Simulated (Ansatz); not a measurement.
# Blue phosphorene monolayer in a perpendicular field, part 2 of 2

What dipole does a perpendicular field induce in the blue phosphorene monolayer, and does the gap follow? A positive field points along +c.

Ansatz 0.2.0; plane-wave DFT, PBE-D3(BJ), Ansatz PAW (set soft_1); PAW set soft_1.

So far. Step 2 (Relaxation): The lattice constant a goes from 3.280 to 3.254 Å.

## 3. Single point, field 0

A sawtooth potential applies the field, turning back in the middle of the vacuum. With the dipole correction the typed value is the field outside the slab. The induced dipole is small, so the SCF threshold is tight.

The cell differs from the one that the last finished run ended in (c 33.440 → 19.246 Å).

File input.yaml:

```yaml
crystal:
  lattice:
    - [3.2536690426, 0.0, 0.0]
    - [-1.6268345213, 2.8177600464, 0.0]
    - [0.0, 0.0, 19.2460393596]
  atoms:
    - { symbol: P, position: [0.6666666667, 0.3333333333, 0.467628681] }
    - { symbol: P, position: [0.3333333333, 0.6666666667, 0.532371319] }
kpoints:
  mp_grid: { grid: [18, 18, 1] }
  band_path:
    path: [[0, 0, 0], [0.5, 0, 0], [0.33333333, 0.33333333, 0], [0, 0, 0]]
    npoints: 16
hamiltonian:
  xc: pbe
  dispersion: d3bj
  pseudopotentials: { kind: paw, azcp: { folder: soft_1 } }
scf:
  occupations: { method: fermi_dirac, width: 0.02585 }
  convergence: { dr2_threshold: 1.0e-10 }
efield:
  axis: 3
  dipole_correction: true
  ramp_position: 0.97
  ramp_width: 0.06
  amplitude: 0
output:
  dos: { projected: true, e_range: [-6, 5] }
  write_potential: true
  write_density: true
  volumetric_format: npy
  elf: true
```

Run with:

```bash
$ ansatz run input.yaml --threads 2 --pin off --max-ram 3072MiB --backend cpu --events-out ev --progress --plain --runs-dir out
```

Numbers of over 12 decimals in the logs are rounded to 6 here.

What it wrote:

```text
[...]
Crystal: 2 atoms, lattice volume = 176.449 Å³
Basis set: ecut = 420 eV, 3509 PW (Γ)
Bands: 9, of which v1, the nominal top of the filled ones, is band 5 counted from 1 (4 counted from 0)
Symmetry: 6 space group operations
k-points: 37 of 324 (time reversal used)
[...]
SCF iter   1: F=—  HF=-1511.853657 eV  |F-HF|=—  |Δ(HF+E_count)|=         —  Δρ=1.81e-2  dr2=4.41e-1  ethr=3.10e-3  p=0.000 e·Å  D=3.17e-14 V/Å  ΔV_dip=-0.00 eV  dr2_dipole=6.89e-9  V_vac-E_F(+/−)=5.77/5.77 eV  ⟨swp⟩=10.2  Hψ=4026  notcnv=0
efield: sawtooth ramp at fractional position 0.9700 (set: `efield.ramp_position`, or a place that a band, a saddle search or an elastic batch's reference lends), width 0.0600; the density the first Hamiltonian is built on has a dipole p = 0.000 e·Å; the dipole correction subtracts the counter field D = 3.17e-14 V/Å, which shifts the + side's vacuum level by -0.00 eV against the − side's; the planar-averaged density in the ramp window peaks in size at 1.5e-7 e/Å³
[...]
SCF iter   2: F=—  HF=-1511.760058 eV  |F-HF|=—  |Δ(HF+E_count)|=   9.36e-2  Δρ=8.22e-3  dr2=7.39e-2  ethr=3.10e-3  p=0.000 e·Å  D=5.94e-5 V/Å  ΔV_dip=-0.00 eV  dr2_dipole=1.00e-7  V_vac-E_F(+/−)=5.27/5.27 eV  ⟨swp⟩=2.0  Hψ=755  notcnv=0
[...]
SCF iter  10: F=-1511.746652 eV  HF=-1511.746652 eV  |F-HF|=4.55e-13  |Δ(HF+E_count)|=  1.39e-10  Δρ=1.05e-7  dr2=1.93e-11  ethr=1.00e-12  p=-0.000 e·Å  D=-3.64e-7 V/Å  ΔV_dip=0.00 eV  dr2_dipole=2.06e-13  V_vac-E_F(+/−)=5.19/5.19 eV  ⟨swp⟩=5.0  Hψ=1507  notcnv=0
SCF 1 converged in 10 iterations: F = -1511.746652 eV  dr2 = 1.93e-11
[...]
NSCF: frozen V_eff on 49 k-points
efield: sawtooth ramp at fractional position 0.9700 (kept from the solve that this one continues, or follows in the run), width 0.0600; the density the first Hamiltonian is built on has a dipole p = -0.000 e·Å; the dipole correction subtracts the counter field D = -3.64e-7 V/Å, which shifts the + side's vacuum level by +0.00 eV against the − side's; the planar-averaged density in the ramp window peaks in size at 1.8e-8 e/Å³
WARN: The output density's exchange-correlation potential varies sharply where the density is thin. Do not read a vacuum level from v_tot or v_xc, or from such a field of the output density. On a cell that repeats whose density bears no net charge and no dipole along the vacuum's axis use v_es (v_loc + v_h of the components); under efield.dipole_correction with no amplitude use v_es + v_field, which holds any externa [...]
SCF converged after 10 iterations
Free energy (F): -1511.746652 eV
[...]
Internal energy: -1511.746652 eV  (E = F + TS)
E sigma→0 (E₀):  -1511.746652 eV
Fermi energy:    -2.513855 eV
Dipole field:    D = 0.000000 V/Å  (p = 0.000000 e·Å, saw-weighted, corrected)
Work function:   Φ+ = 5.1900 eV   Φ− = 5.1900 eV
Levels:          The Fermi level and band energies are counted from a zero that moves with the ramp; work functions are not
[...]
--- Band table (eV; the first three rows and the last of 37) ---
[...]
```

Wall time 4.7 s (2 threads of Arm Neoverse V2, shared host); peak memory 0.42 GiB.

Numbers from this step:

```yaml
dipole_along_the_normal: 2.79e-7 e·Å
gap_along_the_path: 1.971 eV
smallest_direct_gap_along_the_path: 2.164 eV
ionisation_energy_upper_face: 6.188 eV
electron_affinity_upper_face: 4.216 eV
gap_the_smaller_of_path_and_mesh: 1.971 eV
```

Running mean over a fixed 2.7 Å (it still follows the layers) of the planar mean; the ramp of the sawtooth is left out. Electron's electrostatic potential energy less the Fermi level against z:

z (Å), electron's electrostatic potential energy less the Fermi level (eV) and a bar from the least value:
```
     2.85       5.19 ##############################
     3.28       5.19 ##############################
     3.56       5.19 ##############################
     3.99       5.19 ##############################
     4.28       5.19 ##############################
     4.70       5.19 ##############################
     4.99       5.19 ##############################
     5.42       5.18 ##############################
     5.85       5.15 ##############################
     6.13       5.11 ##############################
     6.56       4.91 #############################
     6.84       4.56 #############################
     7.27       3.17 ##########################
     7.56       1.65 ######################
     7.98      -0.90 #################
     8.41      -3.29 ###########
     8.70      -4.93 ########
     9.12      -7.30 ##
     9.41      -8.39 
     9.84      -8.39 
    10.12      -7.30 ##
    10.55      -4.93 ########
    10.83      -3.29 ###########
    11.26      -0.90 #################
    11.69       1.65 ######################
    11.98       3.17 ##########################
    12.40       4.56 #############################
    12.69       4.91 #############################
    13.12       5.11 ##############################
    13.40       5.15 ##############################
    13.83       5.18 ##############################
    14.26       5.19 ##############################
    14.54       5.19 ##############################
    14.97       5.19 ##############################
    15.25       5.19 ##############################
    15.68       5.19 ##############################
    15.97       5.19 ##############################
    16.39       5.19 ##############################
```

The density of states has structure finer than the step of the table below, so its rows give means over 0.25 eV, whole bins alone (the curve runs from -6 to 2.96 eV). Peaks (eV: height): -4.900: 3.92, -2.280: 2.55, -1.450: 2.85, -1.070: 4.99, 2.050: 2.72, 2.460: 2.82, 2.520: 2.47.

Density of states against energy, zero at the Fermi level of the run, which the smearing sets inside the gap; means over each step:

```tsv
energy (eV)	density of states (states/eV a cell)
-5.75	0.317
-5.50	0.338
-5.25	0.448
-5.00	2.29
-4.75	1.34
-4.50	1.00
-4.25	1.16
-4.00	0.931
-3.75	1.21
-3.50	1.44
-3.25	1.36
-3.00	0.789
-2.75	0.569
-2.50	0.571
-2.25	1.73
-2.00	1.25
-1.75	1.10
-1.50	1.53
-1.25	2.16
-1.00	1.83
-0.75	0
-0.50	0
-0.25	0
0.00	0
0.25	0
0.50	0
0.75	0
1.00	0.362
1.25	1.15
1.50	1.06
1.75	1.16
2.00	1.76
2.25	1.12
2.50	1.78
2.75	0.927
```

Projected DOS per atom over height of the atomic layer and energy from the Fermi level. Layers: P P from below.

Values in states/eV, 22 rows by 2 columns, each cell a mean:
```
0.41 0.41
0.63 0.63
0.70 0.70
0.48 0.48
0.37 0.37
0.00 0.00
0.00 0.00
0.00 0.00
0.00 0.00
0.45 0.45
1.04 1.04
0.54 0.54
0.77 0.77
0.31 0.31
0.36 0.36
0.68 0.68
0.62 0.62
0.51 0.51
0.52 0.52
0.95 0.95
0.18 0.18
0.15 0.15
```
Columns: height of the atomic layer (Å) from 9 to 10.2; rows upwards: energy from the Fermi level (eV) from -5.96 to 2.95.

The electronic bands at the labelled points (eV, zero at the Fermi level of the run, which the smearing sets inside the gap):

```tsv
point	band 2	band 3	band 4	band 5	band 6	band 7	band 8	band 9
Γ	-7.45	-1.45	-1.01	-1.01	3.02	3.02	3.02	4.36
halfway	-7.13	-4.90	-2.38	-1.05	1.33	4.08	4.44	5.49
M	-9.97	-4.13	-3.21	-2.36	1.07	2.53	4.43	5.42
halfway	-9.96	-5.24	-3.50	-2.30	1.99	3.39	4.01	5.86
K	-10.63	-6.38	-2.71	-2.71	1.15	4.57	4.57	7.35
halfway	-7.26	-4.89	-3.70	-1.00	2.57	3.35	5.02	5.57
Γ	-7.45	-1.45	-1.01	-1.01	3.02	3.02	3.02	4.36
```

The electronic bands as a text plot (rows in eV, shown from -9.0 to 4.4 only):

```
    4.1 |+  +  +++++           +++++++++  +++               +   +
    3.5 |  ++++     ++             ++        ++     ++++++   ++
    3.0 |+++          +++         +            +++++      +++++++
    2.4 |   +++          +++++++++              +  +++++++
    1.9 |      ++               + +++        +++
    1.3 |        ++++     ++++++     ++++++++
    0.7 |            +++++
    0.2 |
   -0.4 |
   -0.9 |***    ******                           *********     **
   -1.5 |*******      ***                      **         *******
   -2.0 |   *   ***      ****     ***       ***          ***
   -2.6 |    **    ***       *****   *******           **   *
   -3.2 |      *      *********      ***  ***         *   **
   -3.7 |       *              ******        **     **   *
   -4.3 |        **       ********             **  *   **
   -4.8 |          *  ****        *              ******
   -5.4 |           **             **          **
   -5.9 |                            **     ***
   -6.5 |                              *****
   -7.0 |    *******                                *********
   -7.6 |****       **                             *         ****
   -8.2 |             **                         **
   -8.7 |               *                      **
         Γ                   M           K                      Γ
```

ELF in the ca plane at fractional y = 0.333, with atoms of P within 0.2 Å of it. It is the smooth field of the valence electrons, not physical close to the nuclei.

Values, 5 rows by 16 columns, each cell a mean:
```
0.00 0.00 0.00 0.00 0.00 0.00 0.13 0.69 0.85 0.64 0.47 0.18 0.03 0.00 0.00 0.00
0.00 0.00 0.00 0.00 0.00 0.01 0.27 0.88 0.77 0.19 0.30 0.03 0.01 0.00 0.00 0.00
0.00 0.00 0.00 0.00 0.00 0.00 0.13 0.70 0.85 0.63 0.47 0.18 0.03 0.00 0.00 0.00
0.00 0.00 0.00 0.00 0.00 0.00 0.01 0.13 0.35 0.54 0.66 0.62 0.17 0.01 0.00 0.00
0.00 0.00 0.00 0.00 0.00 0.00 0.01 0.11 0.32 0.53 0.66 0.64 0.18 0.01 0.00 0.00
```
Columns run along c (16.0 Å, from fractional 0.00 to 0.83 of the cell), rows up along a (3.3 Å). Atoms in or near the plane, at fractional coordinates: P at (0.47, 0.67).

Valence density in the ca plane at fractional y = 0.333, with atoms of P within 0.2 Å of it. It is the smooth field of the valence electrons, not physical close to the nuclei.

Ten even steps from '0' (0.00 e/Å³) to '9' (0.73 e/Å³), each cell a mean:
```
00000000000000000000012578864210000000000000
00000000000000000000015976873100000000000000
00000000000000000000026942673100000000000000
00000000000000000000014876873210000000000000
00000000000000000000002467764310000000000000
00000000000000000000000124555421000000000000
00000000000000000000000112455431000000000000
00000000000000000000001234555421000000000000
```
Columns run along c (16.0 Å, from fractional 0.00 to 0.83 of the cell), rows up along a (3.3 Å). Atoms in or near the plane, at fractional coordinates: P at (0.47, 0.67).

Electrostatic potential energy in the ca plane at fractional y = 0.333, with atoms of P within 0.2 Å of it. With pseudopotentials it is smooth inside the atoms' cores, unlike the true potential.

Ten even steps from '0' (-33 eV) to '9' (3 eV), each cell a mean:
```
99999999999999999999998632478899999999999999
99999999999999999999997100048999999999999999
99999999999999999999996000037999999999999999
99999999999999999999997200058899999999999999
99999999999999999999998643577889999999999999
99999999999999999999999888776789999999999999
99999999999999999999999998865689999999999999
99999999999999999999999887776789999999999999
```
Columns run along c (16.0 Å, from fractional 0.00 to 0.83 of the cell; values clipped at the 3rd and 97th percentile), rows up along a (3.3 Å). Atoms in or near the plane, at fractional coordinates: P at (0.47, 0.67).

The gap is 1.97 eV, with the valence edge 6.19 eV and the conduction edge 4.22 eV under the upper vacuum level.

## 4. Atoms held, field 0.1 V/Å

Changes to input.yaml since step 3:

```diff
@@ -23,7 +23,6 @@
   dipole_correction: true
-  ramp_position: 0.97
-  ramp_width: 0.06
-  amplitude: 0
+  ramp_position: 0.9361
+  ramp_width: 0.1278
+  amplitude: 0.1
 output:
-  dos: { projected: true, e_range: [-6, 5] }
   write_potential: true
@@ -31,2 +30 @@
   volumetric_format: npy
-  elf: true
```

What it wrote:

```text
[...]
Crystal: 2 atoms, lattice volume = 176.449 Å³
Basis set: ecut = 420 eV, 3509 PW (Γ)
Bands: 9, of which v1, the nominal top of the filled ones, is band 5 counted from 1 (4 counted from 0)
Symmetry: 6 space group operations
k-points: 37 of 324 (time reversal used)
[...]
Free energy (F): -1511.747604 eV
[...]
Internal energy: -1511.747604 eV  (E = F + TS)
E sigma→0 (E₀):  -1511.747604 eV
Fermi energy:    -2.514483 eV
Dipole field:    D = 0.019532 V/Å  (p = 0.019046 e·Å, saw-weighted, corrected)
Work function:   not extracted (applied field tilts the vacuum); planar V_es + V_field profile in the machine report
[...]
--- Band table (eV; the first three rows and the last of 37) ---
[...]
[key lines of the parts left out:]
SCF converged after 11 iterations
```

Run time: 4.8 s. Hardware: 2 threads; peak memory 0.39 GiB; 9.5 s of CPU time.

The dipole is 0.0190 e·Å, and the gap 1.971 eV.

## 5. Atoms held, field -0.1 V/Å

Changes to input.yaml since step 4:

```diff
@@ -25,3 +25,3 @@
   ramp_width: 0.1278
-  amplitude: 0.1
+  amplitude: -0.1
 output:
```

What it wrote:

```text
[...]
Crystal: 2 atoms, lattice volume = 176.449 Å³
Basis set: ecut = 420 eV, 3509 PW (Γ)
Bands: 9, of which v1, the nominal top of the filled ones, is band 5 counted from 1 (4 counted from 0)
Symmetry: 6 space group operations
k-points: 37 of 324 (time reversal used)
[...]
Free energy (F): -1511.747604 eV
[...]
Internal energy: -1511.747604 eV  (E = F + TS)
E sigma→0 (E₀):  -1511.747604 eV
Fermi energy:    -2.514477 eV
Dipole field:    D = -0.019534 V/Å  (p = -0.019048 e·Å, saw-weighted, corrected)
Work function:   not extracted (applied field tilts the vacuum); planar V_es + V_field profile in the machine report
[...]
--- Band table (eV; the first three rows and the last of 37) ---
[...]
[key lines of the parts left out:]
SCF converged after 10 iterations
```

Wall time 4.8 s (2 threads); peak memory 0.39 GiB; 9.4 s of CPU time.

The dipole is -0.0190 e·Å, and the gap 1.971 eV.

## 6. Response, atoms held

This step: plane-wave DFT, PBE-D3(BJ), Ansatz PAW (set soft_1); response to a field along the normal, atoms held; PAW set soft_1 (Ansatz 0.2.0).

The dipoles give the slope, and the difference of two potentials shows where the field is screened.

Numbers from this step:

```
equivalent conductor thickness p/(ε₀AE) : 3.759 Å
distance between the outer atoms        : 1.246 Å
```

Table of dipole of the cell by applied field:

```tsv
applied field (V/Å)	dipole of the cell (e·Å)
-0.1000	-0.0190
0.0000	2.8e-7
0.1000	0.0190
```

Local field over the applied field, running mean. From the potentials at -0.1 and 0.1 V/Å; running mean over 2.5 Å. Table of local field over applied field by z:

z (Å), local field over applied field and a bar:
```
     4.13      0.999 ##############################
     4.42      0.998 ##############################
     4.70      0.996 ##############################
     4.99      0.993 ##############################
     5.27      0.988 ##############################
     5.56      0.979 #############################
     5.85      0.964 #############################
     6.27      0.921 ###########################
     6.56      0.873 ##########################
     6.84      0.805 ########################
     7.13      0.720 #####################
     7.41      0.623 ##################
     7.70      0.524 ###############
     7.98      0.423 ###########
     8.27      0.322 ########
     8.55      0.228 #####
     8.84      0.151 ###
     9.12      0.097 #
     9.41      0.067 
     9.84      0.067 
    10.12      0.097 #
    10.41      0.151 ###
    10.69      0.229 #####
    10.98      0.322 ########
    11.26      0.423 ###########
    11.55      0.524 ###############
    11.83      0.623 ##################
    12.12      0.720 #####################
    12.40      0.805 ########################
    12.69      0.873 ##########################
    12.97      0.921 ###########################
    13.40      0.964 #############################
    13.69      0.979 #############################
    13.97      0.988 ##############################
    14.26      0.993 ##############################
    14.54      0.996 ##############################
    14.83      0.998 ##############################
    15.11      0.999 ##############################
```

Electrons, planar mean, per unit field. Table of induced electron density by z:

```tsv
z (Å)	induced electron density (e/Å³ per V/Å)
4.5	1.0e-5
5.0	3.0e-5
5.5	8.8e-5
6.0	2.4e-4
6.5	6.1e-4
7.0	0.00143
7.5	0.00280
8.0	0.00344
8.5	0.00141
9.0	7.9e-4
9.5	4.6e-4
10.0	-9.9e-4
10.5	-6.8e-4
11.0	-0.00268
11.5	-0.00337
12.0	-0.00206
12.5	-9.4e-4
13.0	-3.8e-4
13.5	-1.5e-4
14.0	-5.2e-5
14.5	-1.8e-5
15.0	-5.7e-6
```

The smaller of the gaps on the path and on the k-mesh, counted as 0 under 0.03 eV. The gap stays at 1.97 eV for applied field from -0.1 to 0.1 V/Å.

By hand: between -0.1 and 0.1 V/Å the dipole changes by 0.03809 e·Å, a slope of 0.1905 e·Å²/V. A perfect conductor of thickness t has p = ε₀AEt, so t = 180.95 × 0.1905 / 9.168 = 3.76 Å (e/ε₀ = 180.95 V·Å, A in Å²).

The induced dipole is that of a conductor 3.76 Å thick.

## 7. Outcome

```json
{
  "gap without field": "1.97 eV",
  "ionisation energy, upper face": "6.19 eV",
  "electron affinity, upper face": "4.22 eV",
  "equivalent conductor thickness, atoms held": "3.76 Å"
}
```

The induced dipole equals that of a perfect conductor 3.76 Å thick, while the outer atoms lie 1.25 Å apart; an out-of-plane ε follows only once a thickness t is chosen, by 1 − 1/ε = 3.76 Å / t. The gap stays within 0.01 eV of 1.97 eV over the fields run, up to 0.1 V/Å in size. Semilocal functionals give gaps that are too small, and excitons are not included.

[Logs are printed without paths, hosts, clocks, repeated set-up lines and the standing remarks that a program may print on its own settings, such as how far it seeks lower states.]

[Hosts, paths, dates, database ids (printed as entryN), source tags and the programs' standing remarks are cut or masked in the printed files.]

[Maps of the electrostatic potential energy from Ansatz leave out the sawtooth potential of an applied field or a dipole correction, so their vacuum need not be flat; planar profiles and work functions include it.]

[The density of states shown here was stored with 400 of the rows of the run's finer table, so its peaks can read low, often by over a quarter, or be missed, and its means over a window can be off by a tenth or more.]
